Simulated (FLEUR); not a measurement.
**MgO under changes of volume**

One of the cells (9.221 Å³/atom); the others are scaled copies at fixed shape and fractional positions:

```xyz
2
Lattice="0.0000 2.0970 2.0970 2.0970 0.0000 2.0970 2.0970 2.0970 0.0000" Properties=species:S:1:pos:R:3 pbc="T T T"
Mg    0.0000    0.0000    0.0000
O     2.0970    2.0970    2.0970
```

The cell is a database's computed one.

| Item | Value |
| --- | --- |
| Program | FLEUR MaX-R8.1 (later development tree) |
| Functional | RPBE |
| Potentials or basis | all-electron |
| Basis | FLAPW |
| Kmax | 5.13 1/bohr |
| k mesh | 11 × 11 × 11 |
| Occupations | fermi-dirac, width 0.05 eV |
| Spin | no spin polarisation |

```tsv
volume (Å³/atom)	energy over the lowest point (meV/atom)	gap on the mesh (eV)
8.668	?	?
8.853	60.30	5.50
9.221	23.72	5.09
9.590	4.27	4.71
9.775	0.00	4.54
```

Q: What does the run at 8.668 Å³/atom give?

A: Energy over the lowest point 86.07 meV/atom; gap on the mesh 5.72 eV.

Worked out: A Birch-Murnaghan fit of order 2 (a polynomial in V^(-2/3)) to the other rows has its minimum at 9.93 Å³/atom, just outside them, with B0 = V·E''(V) = 140 GPa. It gives 86.25 meV/atom at 8.668 Å³/atom, against the run's 86.07. A straight line through the other rows of the gap, of slope -9.72 eV per unit of ln V (its deformation potential), extrapolates to 5.70 eV, against the run's 5.72.

Energies are extrapolated to zero smearing.
